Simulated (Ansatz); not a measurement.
**The perfect Nb wire along [100], 9 atoms a period**

What gap, if any, does the Nb wire along [100], 9 atoms a period have, and how many channels would it open?

Method: DFT PBE, plane waves, PAW; relaxation of a wire's period; PAW set soft_1, in the first sound run; inputs show where later runs differ, in Ansatz 0.2.0.

### Step 1. The starting structure

The cell holds 9 atoms: 9 Nb. Cell: a = 13.420 Å, b = 13.420 Å, c = 3.310 Å, α = 90.0°, β = 90.0°, γ = 90.0°. Vacuum lies along a and b. The structure's axis is c.

### Step 2. Relaxation of atoms and period

Band widths follow the bond lengths, so the wire is relaxed first. The atoms and the third cell vector are free; the box across stays fixed as vacuum. A Fermi-Dirac smearing is set since the result may be a metal. The pressure printed is a third of the stress's trace over the whole box, vacuum included; only the stress along the axis is relaxed.

File input.yaml:

```yaml
crystal:
  lattice:
    - [13.42, 0.0, 0.0]
    - [0.0, 13.42, 0.0]
    - [0.0, 0.0, 3.31]
  atoms:
    - { symbol: Nb, position: [0.253353204, 0.5, 0.0] }
    - { symbol: Nb, position: [0.5, 0.253353204, 0.0] }
    - { symbol: Nb, position: [0.5, 0.5, 0.0] }
    - { symbol: Nb, position: [0.5, 0.746646796, 0.0] }
    - { symbol: Nb, position: [0.746646796, 0.5, 0.0] }
    - { symbol: Nb, position: [0.376676602, 0.376676602, 0.5] }
    - { symbol: Nb, position: [0.376676602, 0.623323398, 0.5] }
    - { symbol: Nb, position: [0.623323398, 0.376676602, 0.5] }
    - { symbol: Nb, position: [0.623323398, 0.623323398, 0.5] }
kpoints:
  mp_grid: { grid: [1, 1, 25] }
scf:
  occupations: { method: fermi_dirac, width: 0.05 }
hamiltonian:
  xc: pbe
  pseudopotentials: { kind: paw, azcp: { folder: soft_1 } }
relax:
  cell: { fix: [a, b, alpha, beta, gamma] }
  max_steps: 45
  f_tol: 0.03
```

The run is started by

```sh
ansatz run input.yaml --threads 4 --pin off --max-ram 16384MiB --backend cpu --events-out ev --progress --plain --runs-dir out
```

Numbers of over 12 decimals in the logs are rounded to 6 here.

Log:

```text
Engine: ansatz 0.2.0, aarch64-unknown-linux-gnu
Pseudopotentials: kind: paw
Pseudopotential: Nb, paw, valence charge 13, recommended cutoff 420 eV (normal), soft_1/Nb.paw.azcp
Functional definition: PBE
  parameter kappa = 0.804
  parameter beta = 0.066725
  exchange = pbe_x(kappa = kappa, mu = beta*pi^2/3)
  correlation = pbe_c(beta = beta)
Crystal: 9 atoms, lattice volume = 596.119 Å³
Basis set: ecut = 420 eV, 11687 PW (Γ), exchange–correlation on 180×180×48 points (8 copies of the dense FFT grid, shifted against one another)
Bands: 71, of which v1, the nominal top of the filled ones, is band 59 counted from 1 (58 counted from 0)
Symmetry: 16 space group operations
Space group: P4/mmm (ITA 123), of the structure as read, at distance tolerance 8.4e-5 Å
k-points: 13 of 25
Non-local potential: Nb, projectors of the file, l = 0: 3, l = 1: 2, l = 2: 2, l = 3: 1
PAW form: soft (Blöchl's): semilocal exchange-correlation on the pseudo side does not see the compensation charge
PAW one-centre angular grid: Nb, 590 points (default); XC on 64 Gauss nodes
Initial density: superposition of atomic densities (neutral atoms: chi_scale 0, normalization atom)
Initial wavefunctions: pseudopotential atomic-orbital guess
Functional: x = pbe(κ = 0.804, μ = 0.219515), c = pbe(β = 0.066725)
SCF iter   1: F=—  HF=-40969.256937 eV  |F-HF|=—  |Δ(HF+E_count)|=         —  Δρ=5.04e-2  dr2=8.32e1  ethr=3.10e-3  ⟨swp⟩=9.8  Hψ=4160  notcnv=0
preconditioner: auto → LDOS  [metal: Δε(μ)=0.007 eV  Ē_g=3.403 eV  σ=0.050 eV  W_gap=0.04  n_scr=78 (ndim 8)  ℏωp=10.2 eV  f_vac=0.538  D(μ)=11.21/eV (n_scr^D=44)  β→1.0]
SCF iter   2: F=—  HF=-40962.688883 eV  |F-HF|=—  |Δ(HF+E_count)|=    6.57e0  Δρ=4.48e-2  dr2=7.23e1  ethr=3.10e-3  ⟨swp⟩=6.5  Hψ=2815  notcnv=0  defer=13
SCF iter   3: F=—  HF=-40958.255946 eV  |F-HF|=—  |Δ(HF+E_count)|=    4.43e0  Δρ=1.03e-2  dr2=4.55e0  ethr=3.10e-3  ⟨swp⟩=5.2  Hψ=2522  notcnv=0  defer=6
SCF iter   4: F=—  HF=-40957.921721 eV  |F-HF|=—  |Δ(HF+E_count)|=   3.34e-1  Δρ=3.40e-3  dr2=4.28e-1  ethr=3.10e-3  ⟨swp⟩=2.5  Hψ=1192  notcnv=0  defer=9
SCF iter   5: F=—  HF=-40957.905336 eV  |F-HF|=—  |Δ(HF+E_count)|=   1.64e-2  Δρ=1.67e-3  dr2=8.16e-2  ethr=3.66e-4  ⟨swp⟩=4.3  Hψ=1587  notcnv=0  defer=10
SCF iter   6: F=—  HF=-40957.901715 eV  |F-HF|=—  |Δ(HF+E_count)|=   3.62e-3  Δρ=7.03e-4  dr2=5.86e-3  ethr=6.97e-5  ⟨swp⟩=2.0  Hψ=1300  notcnv=0  defer=9
SCF iter   7: F=—  HF=-40957.901449 eV  |F-HF|=—  |Δ(HF+E_count)|=   2.65e-4  Δρ=1.86e-4  dr2=4.60e-4  ethr=5.01e-6  ⟨swp⟩=2.5  Hψ=1218  notcnv=0  defer=9
SCF iter   8: F=—  HF=-40957.901536 eV  |F-HF|=—  |Δ(HF+E_count)|=   8.64e-5  Δρ=8.33e-5  dr2=1.43e-4  ethr=3.93e-7  ⟨swp⟩=2.2  Hψ=1290  notcnv=0  defer=9
SCF iter   9: F=—  HF=-40957.901550 eV  |F-HF|=—  |Δ(HF+E_count)|=   1.43e-5  Δρ=2.00e-5  dr2=9.17e-6  ethr=1.22e-7  ⟨swp⟩=2.0  Hψ=1178  notcnv=0  defer=9
SCF iter  10: F=—  HF=-40957.901802 eV  |F-HF|=—  |Δ(HF+E_count)|=   2.52e-4  Δρ=5.65e-6  dr2=4.65e-7  ethr=7.84e-9  ⟨swp⟩=2.5  Hψ=1267  notcnv=0  defer=9
SCF iter  11: F=-40957.901802 eV  HF=-40957.901802 eV  |F-HF|=2.67e-8  |Δ(HF+E_count)|=   1.92e-7  Δρ=2.07e-6  dr2=5.89e-8  ethr=8.55e-11  ⟨swp⟩=6.1  Hψ=3535  notcnv=0
SCF 1 converged in 11 iterations: F = -40957.901802 eV  dr2 = 5.89e-8
  greatest PAW one-centre occupation: 0.998 electrons in one spin orbital (limit 2), on the Nb atom at site 2 (counted from 0), in its partial waves of l = 0
relax step   1: F+E_penalty+E_count = -40957.90180211 eV  Δ(F+E_penalty+E_count) = +0.000e0 eV  max|allowed force component| = 1.838e0 eV/Å  Δτ_max = 0.0000 Å  P = -4.582 GPa  Ω = 596.119 Å³  fix = [a, b, alpha, beta, gamma]  reactions: a -3.839, b -3.839 GPa  (11 SCF iters, dr2 threshold 1.00e-7 eV, accepted)
Crystal: 9 atoms, lattice volume = 574.987 Å³
Basis set: ecut = 420 eV, 11271 PW (Γ), exchange–correlation on 180×180×48 points (8 copies of the dense FFT grid, shifted against one another)
Initial density: handed on by an earlier stage of this run
Initial wavefunctions: those handed on with the density
SCF iter   1: F=—  HF=-40959.576433 eV  |F-HF|=—  |Δ(HF+E_count)|=         —  Δρ=1.48e-2  dr2=4.51e0  ethr=3.10e-3  ⟨swp⟩=11.1  Hψ=4221  notcnv=0  defer=1
preconditioner: auto → LDOS  [metal: Δε(μ)=0.017 eV  Ē_g=2.994 eV  σ=0.050 eV  W_gap=0.08  n_scr=78 (ndim 8)  ℏωp=10.4 eV  f_vac=0.580  D(μ)=15.42/eV (n_scr^D=94)  β→1.0]
SCF iter   2: F=—  HF=-40959.264273 eV  |F-HF|=—  |Δ(HF+E_count)|=   3.12e-1  Δρ=5.51e-3  dr2=4.25e-1  ethr=3.10e-3  ⟨swp⟩=2.5  Hψ=1468  notcnv=0  defer=13
SCF iter   3: F=—  HF=-40959.246464 eV  |F-HF|=—  |Δ(HF+E_count)|=   1.78e-2  Δρ=2.11e-3  dr2=1.28e-1  ethr=3.63e-4  ⟨swp⟩=3.1  Hψ=1647  notcnv=0  defer=13
SCF iter   4: F=—  HF=-40959.238641 eV  |F-HF|=—  |Δ(HF+E_count)|=   7.82e-3  Δρ=6.42e-4  dr2=4.21e-3  ethr=1.09e-4  ⟨swp⟩=2.0  Hψ=1374  notcnv=0  defer=13
SCF iter   5: F=—  HF=-40959.238456 eV  |F-HF|=—  |Δ(HF+E_count)|=   1.85e-4  Δρ=1.63e-4  dr2=5.01e-4  ethr=3.60e-6  ⟨swp⟩=2.8  Hψ=1593  notcnv=0  defer=13
SCF iter   6: F=—  HF=-40959.238870 eV  |F-HF|=—  |Δ(HF+E_count)|=   4.15e-4  Δρ=5.92e-5  dr2=4.54e-5  ethr=4.28e-7  ⟨swp⟩=2.1  Hψ=1223  notcnv=0  defer=13
SCF iter   7: F=—  HF=-40959.238879 eV  |F-HF|=—  |Δ(HF+E_count)|=   9.03e-6  Δρ=1.72e-5  dr2=2.66e-6  ethr=3.88e-8  ⟨swp⟩=2.2  Hψ=1285  notcnv=0  defer=13
SCF iter   8: F=-40959.238881 eV  HF=-40959.238881 eV  |F-HF|=5.36e-8  |Δ(HF+E_count)|=   1.58e-6  Δρ=6.69e-6  dr2=4.59e-7  ethr=7.69e-10  ⟨swp⟩=5.6  Hψ=3436  notcnv=0
SCF 2 converged in 8 iterations: F = -40959.238881 eV  dr2 = 4.59e-7
relax step   2: F+E_penalty+E_count = -40959.23888095 eV  Δ(F+E_penalty+E_count) = -1.337e0 eV  max|allowed force component| = 2.584e-1 eV/Å  Δτ_max = 0.1947 Å  P = -0.384 GPa  Ω = 574.987 Å³  energy of the carried Pulay correction = +7.488e-4 eV  fix = [a, b, alpha, beta, gamma]  reactions: a +0.128, b +0.128 GPa  (8 SCF iters, dr2 threshold 9.00e-7 eV, accepted)
Crystal: 9 atoms, lattice volume = 545.267 Å³
Basis set: ecut = 420 eV, 10591 PW (Γ), exchange–correlation on 180×180×48 points (8 copies of the dense FFT grid, shifted against one another)
iter 1 solved again at ethr=1.00e-3 eV; its pass at ethr=3.10e-3 eV (dr2=1.17e0 eV) is discarded
SCF iter   1: F=—  HF=-40959.304521 eV  |F-HF|=—  |Δ(HF+E_count)|=         —  Δρ=8.38e-3  dr2=1.18e0  ethr=1.00e-3  ⟨swp⟩=1.2  Hψ=5057  notcnv=0
preconditioner: auto → LDOS  [metal: Δε(μ)=0.039 eV  Ē_g=2.939 eV  σ=0.050 eV  W_gap=0.19  n_scr=70 (ndim 8)  ℏωp=10.7 eV  f_vac=0.567  D(μ)=12.27/eV (n_scr^D=60)  β→1.0]
SCF iter   2: F=—  HF=-40959.331806 eV  |F-HF|=—  |Δ(HF+E_count)|=   2.73e-2  Δρ=6.95e-3  dr2=1.39e0  ethr=1.00e-3  ⟨swp⟩=3.8  Hψ=1901  notcnv=0  defer=1
SCF iter   3: F=—  HF=-40959.226337 eV  |F-HF|=—  |Δ(HF+E_count)|=   1.05e-1  Δρ=2.29e-3  dr2=1.34e-1  ethr=1.00e-3  ⟨swp⟩=2.8  Hψ=1501  notcnv=0  defer=10
SCF iter   4: F=—  HF=-40959.217349 eV  |F-HF|=—  |Δ(HF+E_count)|=   8.99e-3  Δρ=3.77e-4  dr2=1.43e-3  ethr=1.15e-4  ⟨swp⟩=2.1  Hψ=1383  notcnv=0  defer=10
SCF iter   5: F=—  HF=-40959.217305 eV  |F-HF|=—  |Δ(HF+E_count)|=   4.37e-5  Δρ=1.62e-4  dr2=2.96e-4  ethr=1.22e-6  ⟨swp⟩=2.9  Hψ=1359  notcnv=0  defer=10
SCF iter   6: F=—  HF=-40959.217453 eV  |F-HF|=—  |Δ(HF+E_count)|=   1.48e-4  Δρ=4.94e-5  dr2=2.66e-5  ethr=2.53e-7  ⟨swp⟩=2.0  Hψ=1259  notcnv=0  defer=10
SCF iter   7: F=—  HF=-40959.217464 eV  |F-HF|=—  |Δ(HF+E_count)|=   1.10e-5  Δρ=1.52e-5  dr2=1.46e-6  ethr=2.27e-8  ⟨swp⟩=2.5  Hψ=1497  notcnv=0  defer=10
SCF iter   8: F=-40959.217466 eV  HF=-40959.217466 eV  |F-HF|=3.51e-8  |Δ(HF+E_count)|=   2.14e-6  Δρ=4.31e-6  dr2=1.38e-7  ethr=7.69e-10  ⟨swp⟩=5.1  Hψ=3331  notcnv=0
SCF 3 converged in 8 iterations: F = -40959.217466 eV  dr2 = 1.38e-7
relax step   3: F+E_penalty+E_count = -40959.21746621 eV  Δ(F+E_penalty+E_count) = +2.141e-2 eV  max|allowed force component| = 2.823e-1 eV/Å  Δτ_max = 0.1188 Å  P = +0.146 GPa  Ω = 545.267 Å³  energy of the carried Pulay correction = +1.849e-3 eV  fix = [a, b, alpha, beta, gamma]  (8 SCF iters, dr2 threshold 9.00e-7 eV, rejected (line search))
Crystal: 9 atoms, lattice volume = 561.385 Å³
Basis set: ecut = 420 eV, 10975 PW (Γ), exchange–correlation on 180×180×48 points (8 copies of the dense FFT grid, shifted against one another)
iter 1 solved again at ethr=3.49e-4 eV; its pass at ethr=3.10e-3 eV (dr2=4.09e-1 eV) is discarded
SCF iter   1: F=—  HF=-40959.370957 eV  |F-HF|=—  |Δ(HF+E_count)|=         —  Δρ=4.79e-3  dr2=4.13e-1  ethr=3.49e-4  ⟨swp⟩=2.2  Hψ=4787  notcnv=0
preconditioner: auto → LDOS  [metal: Δε(μ)=0.029 eV  Ē_g=2.963 eV  σ=0.050 eV  W_gap=0.15  n_scr=78 (ndim 8)  ℏωp=10.5 eV  f_vac=0.577  D(μ)=14.07/eV (n_scr^D=86)  β→1.0]
SCF iter   2: F=—  HF=-40959.358763 eV  |F-HF|=—  |Δ(HF+E_count)|=   1.22e-2  Δρ=2.92e-3  dr2=2.35e-1  ethr=3.49e-4  ⟨swp⟩=3.2  Hψ=1439  notcnv=0
SCF iter   3: F=—  HF=-40959.342035 eV  |F-HF|=—  |Δ(HF+E_count)|=   1.67e-2  Δρ=1.09e-3  dr2=3.52e-2  ethr=2.01e-4  ⟨swp⟩=2.7  Hψ=1470  notcnv=0  defer=1
SCF iter   4: F=—  HF=-40959.339735 eV  |F-HF|=—  |Δ(HF+E_count)|=   2.30e-3  Δρ=2.37e-4  dr2=7.83e-4  ethr=3.01e-5  ⟨swp⟩=2.1  Hψ=1228  notcnv=0
SCF iter   5: F=—  HF=-40959.339718 eV  |F-HF|=—  |Δ(HF+E_count)|=   1.72e-5  Δρ=9.06e-5  dr2=1.13e-4  ethr=6.69e-7  ⟨swp⟩=2.1  Hψ=1275  notcnv=0
SCF iter   6: F=—  HF=-40959.339745 eV  |F-HF|=—  |Δ(HF+E_count)|=   2.74e-5  Δρ=2.68e-5  dr2=7.67e-6  ethr=9.64e-8  ⟨swp⟩=2.0  Hψ=1287  notcnv=0
SCF iter   7: F=—  HF=-40959.340055 eV  |F-HF|=—  |Δ(HF+E_count)|=   3.10e-4  Δρ=9.54e-6  dr2=1.14e-6  ethr=6.56e-9  ⟨swp⟩=3.1  Hψ=1654  notcnv=0
SCF iter   8: F=—  HF=-40959.340056 eV  |F-HF|=—  |Δ(HF+E_count)|=   3.02e-7  Δρ=2.81e-6  dr2=8.11e-8  ethr=9.73e-10  ⟨swp⟩=2.1  Hψ=1279  notcnv=0
SCF iter   9: F=—  HF=-40959.340056 eV  |F-HF|=—  |Δ(HF+E_count)|=   2.32e-8  Δρ=1.01e-6  dr2=1.22e-8  ethr=6.93e-11  ⟨swp⟩=2.6  Hψ=1611  notcnv=0
SCF iter  10: F=—  HF=-40959.340056 eV  |F-HF|=—  |Δ(HF+E_count)|=   3.70e-9  Δρ=3.06e-7  dr2=1.42e-9  ethr=1.04e-11  ⟨swp⟩=2.1  Hψ=1286  notcnv=0
SCF iter  11: F=—  HF=-40959.340056 eV  |F-HF|=—  |Δ(HF+E_count)|=  2.11e-10  Δρ=1.23e-7  dr2=1.82e-10  ethr=1.21e-12  ⟨swp⟩=2.5  Hψ=1718  notcnv=0
SCF iter  12: F=-40959.340056 eV  HF=-40959.340056 eV  |F-HF|=1.46e-11  |Δ(HF+E_count)|=  1.60e-10  Δρ=3.78e-8  dr2=1.52e-11  ethr=1.00e-12  ⟨swp⟩=5.1  Hψ=3169  notcnv=0
SCF 4 converged in 12 iterations: F = -40959.340056 eV  dr2 = 1.52e-11
relax step   4: F+E_penalty+E_count = -40959.34005580 eV  Δ(F+E_penalty+E_count) = -1.012e-1 eV  max|allowed force component| = 1.785e-2 eV/Å  Δτ_max = 0.0553 Å  P = -0.063 GPa  Ω = 561.385 Å³  energy of the carried Pulay correction = +1.245e-3 eV  fix = [a, b, alpha, beta, gamma]  reactions: a -0.047, b -0.047 GPa  (12 SCF iters, accepted)
Crystal: 9 atoms, lattice volume = 560.895 Å³
iter 1 solved again at ethr=1.44e-6 eV; its pass at ethr=3.10e-3 eV (dr2=1.68e-3 eV) is discarded
SCF iter   1: F=—  HF=-40959.340135 eV  |F-HF|=—  |Δ(HF+E_count)|=         —  Δρ=2.32e-4  dr2=1.80e-3  ethr=1.44e-6  ⟨swp⟩=2.5  Hψ=4036  notcnv=0
preconditioner: auto → LDOS  [metal: Δε(μ)=0.019 eV  Ē_g=2.953 eV  σ=0.050 eV  W_gap=0.09  n_scr=78 (ndim 8)  ℏωp=10.5 eV  f_vac=0.576  D(μ)=14.11/eV (n_scr^D=86)  β→1.0]
SCF iter   2: F=—  HF=-40959.340083 eV  |F-HF|=—  |Δ(HF+E_count)|=   5.29e-5  Δρ=1.64e-4  dr2=8.82e-4  ethr=1.44e-6  ⟨swp⟩=2.0  Hψ=1230  notcnv=0
SCF iter   3: F=—  HF=-40959.340017 eV  |F-HF|=—  |Δ(HF+E_count)|=   6.52e-5  Δρ=2.90e-5  dr2=1.27e-5  ethr=7.54e-7  ⟨swp⟩=2.0  Hψ=1211  notcnv=0
SCF iter   4: F=—  HF=-40959.340335 eV  |F-HF|=—  |Δ(HF+E_count)|=   3.18e-4  Δρ=1.13e-5  dr2=1.91e-6  ethr=1.09e-8  ⟨swp⟩=3.0  Hψ=1708  notcnv=0
SCF iter   5: F=—  HF=-40959.340335 eV  |F-HF|=—  |Δ(HF+E_count)|=   9.27e-8  Δρ=3.68e-6  dr2=2.24e-7  ethr=1.63e-9  ⟨swp⟩=2.0  Hψ=1133  notcnv=0
SCF iter   6: F=-40959.340335 eV  HF=-40959.340335 eV  |F-HF|=4.86e-9  |Δ(HF+E_count)|=   4.78e-8  Δρ=9.70e-7  dr2=9.76e-9  ethr=1.99e-11  ⟨swp⟩=4.2  Hψ=3927  notcnv=0
SCF 5 converged in 6 iterations: F = -40959.340335 eV  dr2 = 9.76e-9
relax step   5: F+E_penalty+E_count = -40959.34033504 eV  Δ(F+E_penalty+E_count) = -2.792e-4 eV  max|allowed force component| = 6.863e-3 eV/Å  Δτ_max = 0.0018 Å  P = +0.024 GPa  Ω = 560.895 Å³  energy of the carried Pulay correction = +1.263e-3 eV  fix = [a, b, alpha, beta, gamma]  reactions: a +0.031, b +0.031 GPa  (6 SCF iters, dr2 threshold 2.32e-8 eV, accepted)
Initial wavefunctions: pseudopotential atomic-orbital guess (no wavefunctions were taken with the density)
iter 1 solved again at ethr=1.12e-7 eV; its pass at ethr=3.10e-3 eV (dr2=1.31e-4 eV) is discarded
SCF iter   1: F=—  HF=-40959.338868 eV  |F-HF|=—  |Δ(HF+E_count)|=         —  Δρ=5.11e-5  dr2=1.89e-6  ethr=1.12e-7  ⟨swp⟩=5.6  Hψ=7356  notcnv=0
preconditioner: auto → LDOS  [metal: Δε(μ)=0.018 eV  Ē_g=2.951 eV  σ=0.050 eV  W_gap=0.09  n_scr=78 (ndim 8)  ℏωp=10.5 eV  f_vac=0.576  D(μ)=14.10/eV (n_scr^D=86)  β→1.0]
SCF iter   2: F=—  HF=-40959.339195 eV  |F-HF|=—  |Δ(HF+E_count)|=   3.27e-4  Δρ=6.41e-6  dr2=1.25e-7  ethr=1.61e-9  ⟨swp⟩=2.4  Hψ=1737  notcnv=0
SCF iter   3: F=—  HF=-40959.339195 eV  |F-HF|=—  |Δ(HF+E_count)|=   3.17e-8  Δρ=2.06e-6  dr2=3.27e-8  ethr=1.07e-10  ⟨swp⟩=2.7  Hψ=1797  notcnv=0
SCF iter   4: F=—  HF=-40959.339195 eV  |F-HF|=—  |Δ(HF+E_count)|=   3.83e-9  Δρ=5.00e-7  dr2=3.68e-9  ethr=2.80e-11  ⟨swp⟩=3.5  Hψ=1781  notcnv=0
SCF iter   5: F=—  HF=-40959.339195 eV  |F-HF|=—  |Δ(HF+E_count)|=  3.06e-10  Δρ=9.32e-8  dr2=1.09e-10  ethr=3.15e-12  ⟨swp⟩=2.2  Hψ=1298  notcnv=0
SCF iter   6: F=-40959.339195 eV  HF=-40959.339195 eV  |F-HF|=0.00e0  |Δ(HF+E_count)|=  2.91e-11  Δρ=3.98e-8  dr2=9.99e-12  ethr=1.00e-12  ⟨swp⟩=5.3  Hψ=3364  notcnv=0
SCF 6 converged in 6 iterations: F = -40959.339195 eV  dr2 = 9.99e-12
relax step   6: F+E_penalty+E_count = -40959.33919483 eV  Δ(F+E_penalty+E_count) = +1.140e-3 eV  max|allowed force component| = 6.998e-3 eV/Å  Δτ_max = 0.0000 Å  P = +0.024 GPa  Ω = 560.895 Å³  fix = [a, b, alpha, beta, gamma]  reactions: a +0.032, b +0.032 GPa  stress off target by 8.59e-3 GPa on what of the cell is left free  SCF on the basis re-selected at this cell (its energy is not comparable with the rows above)  (6 SCF iters)
basis re-selected at this cell: Δ(F+E_penalty+E_count) = +1.140e-3 eV, ΔP = -0.000 GPa vs the last step (what re-selecting the basis moved, of the pressure what is left beyond the Pulay correction that the steps carried, after the strain that the cell walked since its last selection, with what the two solves' SCF thresholds leave and, on support functions, any second-order correction that the steps lacked; it is no m [...]
SCF converged after 6 iterations
Free energy (F): -40959.339195 eV
Harris-Foulkes:  -40959.339195 eV  (|F-HF|=0.00e0)
Internal energy: -40959.225175 eV  (E = F + TS)
E sigma→0 (E₀):  -40959.282185 eV
Entropy (-TS):   -0.114020 eV (-12.669 meV/atom)
Fermi energy:    2.606978 eV
--- Per-component energies (eV) ---
  E_band       = -2411.820895
  E_kinetic    = 3356.972311
  E_local      = -48294.118181  (includes V_loc(G=0)·N_el)
  E_nonlocal   = 869.391228
  E_hartree    = 22257.768401
  E_xc         = -1482.492724
  E_vxc        = -1793.485693  (∫ρ·V_xc dr)
  E_paw        = -27744.088979  (= ΣΔE_a)
  E_vpaw       = -1066.117582  (= ΣTr[D̂ρ^β])
  E_aug_tail   = 0.000404  (compensation charges beyond the density's cutoff)
  E_ewald      = 10077.342364
  E_smearing   = -0.114020  (= −TS)
  E_closure    = 0.000000  (closes the sum)
  Σ components = -40959.339195   (vs F -40959.339195, Δ=0.00e0)
--- Forces (eV/Å), atoms counted from 1 ---
  atom   1  Nb    -0.00699816     0.00000000     0.00000000
  atom   2  Nb     0.00000000    -0.00699816     0.00000000
  atom   3  Nb    -0.00000000     0.00000000     0.00000000
  atom   4  Nb     0.00000000     0.00699816     0.00000000
  atom   5  Nb     0.00699816    -0.00000000     0.00000000
  atom   6  Nb    -0.00047525    -0.00047525     0.00000000
  atom   7  Nb    -0.00047525     0.00047525     0.00000000
  atom   8  Nb     0.00047525    -0.00047525     0.00000000
  atom   9  Nb     0.00047525     0.00047525     0.00000000
  max |Σ_I F_I| component: 1.95e-18 eV/Å
--- Stress (GPa, compression-positive) ---
        0.031826       0.000000       0.000000
        0.000000       0.031826       0.000000
        0.000000       0.000000       0.008589
  P = ⅓ Tr σ = 0.0241 GPa (0.241 kbar)
--- Relaxed structure (5 steps of the walk, 4 accepted, 1 SCFs on fresh bases) ---
  F+E_penalty+E_count = -40959.33919483 eV   max|allowed force component| = 6.998e-3 eV/Å   (the final SCF, on the basis selected at the relaxed cell)
  cell:  # Å, volume = 560.8947 Å³
    - [13.42, 0.0, 0.0]
    - [0.0, 13.42, 0.0]
    - [0.0, 0.0, 3.114414]
  atoms:
    - { symbol: Nb, position: [0.267840, 0.5, 0.0] }
    - { symbol: Nb, position: [0.5, 0.267840, 0.0] }
    - { symbol: Nb, position: [0.5, 0.5, 0.0] }
    - { symbol: Nb, position: [0.5, 0.732160, 0.0] }
    - { symbol: Nb, position: [0.732160, 0.5, 0.0] }
    - { symbol: Nb, position: [0.376691, 0.376691, 0.500000] }
    - { symbol: Nb, position: [0.376691, 0.623309, 0.500000] }
    - { symbol: Nb, position: [0.623309, 0.376691, 0.500000] }
    - { symbol: Nb, position: [0.623309, 0.623309, 0.500000] }
```

Wall time 62 s (4 threads of Arm Neoverse V1, shared host); peak memory 1.4 GiB; 4 min of CPU time.

(Continued in part 2 of 2.)

[Logs are printed without paths, hosts, clocks, repeated set-up lines and the standing remarks that a program may print on its own settings, such as how far it seeks lower states.]

[Hosts, paths, dates, database ids (printed as entryN), source tags and the programs' standing remarks are cut or masked in the printed files.]
